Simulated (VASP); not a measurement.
## Ag2O in VASP: the effect of functional

The system is Ag2O.

```
Ag O
1.0
     4.71800    0.00000    0.00000
     0.00000    4.71800    0.00000
     0.00000    0.00000    4.71800
Ag O
4 2
Direct
  0.75000 0.25000 0.75000
  0.75000 0.75000 0.25000
  0.25000 0.75000 0.75000
  0.25000 0.25000 0.25000
  0.50000 0.50000 0.50000
  0.00000 0.00000 0.00000
```

Alike in all runs:

```yaml
Program: VASP 6.6.1
Task: relaxation of cell and atoms
Cutoff: 600 eV
k_mesh: 5 × 5 × 5
Occupations: fermi-dirac, width 0.05 eV
Spin: no spin polarisation
```

Each run relaxes the cell or the atoms first.

One run gave: relaxed volume 17.94 Å³/atom. Which functional did it use?
A. rev-vdW-DF2
B. LDA
C. optB88-vdW
D. PW91
E. PBE

A.

```csv
functional,potentials or basis,relaxed volume (Å³/atom)
LDA,"VASP PAW LDA potentials, release 64 (Ag, O)",16.63
PBE,"VASP PAW PBE potentials, release 64 (Ag, O)",18.54
PBEsol,"VASP PAW PBE potentials, release 64 (Ag, O)",17.34
RPBE,"VASP PAW PBE potentials, release 64 (Ag, O)",19.55
revPBE,"VASP PAW PBE potentials, release 64 (Ag, O)",19.25
BLYP,"VASP PAW PBE potentials, release 64 (Ag, O)",19.67
AM05,"VASP PAW PBE potentials, release 64 (Ag, O)",17.50
PW91,"VASP PAW PBE potentials, release 64 (Ag, O)",18.48
optB88-vdW,"VASP PAW PBE potentials, release 64 (Ag, O)",18.21
vdW-DF-cx,"VASP PAW PBE potentials, release 64 (Ag, O)",17.55
rev-vdW-DF2,"VASP PAW PBE potentials, release 64 (Ag, O)",17.94
```

Caveats: the PAW data sets were made with another functional, which shifts forces and pressure a little (some runs); the relaxation stopped at its first step, so nothing moved (some runs).
